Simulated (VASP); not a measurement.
Runs of VASP 6.6.1 on ZnS (Wurtzite-4H). It takes space group P6_3mc (No. 186, hexagonal). Conventional cell: a = 3.823 Å, b = 3.823 Å, c = 12.520 Å, α = 90.00°, β = 90.00°, γ = 120.00°. Around Zn (site symmetry 3m) lie 4 S at 2.34 to 2.35 Å. Zn (site symmetry 3m) has 4 S at 2.34 to 2.35 Å as nearest neighbours. Around S (site symmetry 3m) lie 4 Zn at 2.34 to 2.35 Å. Around S (site symmetry 3m) lie 4 Zn at 2.34 to 2.35 Å. 

```csv
task,level,cell,cutoff (eV),gap on the mesh (eV),pressure (GPa),relaxed volume (Å³/atom),largest force (eV/Å)
relaxation of cell and atoms,PW91,relaxed,600,2.04,0.1,(b),0.01
relaxation of cell and atoms,RPBE+D4,relaxed,600,2.41,0.0,19.32,0.01
band structure,AM05,as given,520,2.12,-1.5,-,0.04
relaxation of cell and atoms,PBEsol+rVV10,relaxed,600,2.12,0.0,19.17,0.01
relaxation of cell and atoms,RPBE+D3,relaxed,600,2.34,0.0,(a),-
relaxation of cell and atoms,AM05,relaxed,600,(c),0.0,19.40,0.02
relaxation of cell and atoms,revPBE+D3,relaxed,600,2.38,0.0,19.27,0.01
band structure,revPBE,as given,520,2.26,-,-,-
```

Alike in all rows: potentials or basis VASP PAW PBE potentials, release 64 (Zn, S); no spin polarisation; k mesh 8 × 8 × 3; smearing fermi-dirac 0.05 eV.

Problem. Fill in the values left out.

Solution. (a) 19.62; (b) 20.16; (c) 2.21.

Caveats: the PAW data sets were made with another functional, which shifts forces and pressure a little; an odd mesh through Γ misses points on the zone boundary, where band edges often lie (some runs).

Runs at the PBE level aren't shown here.
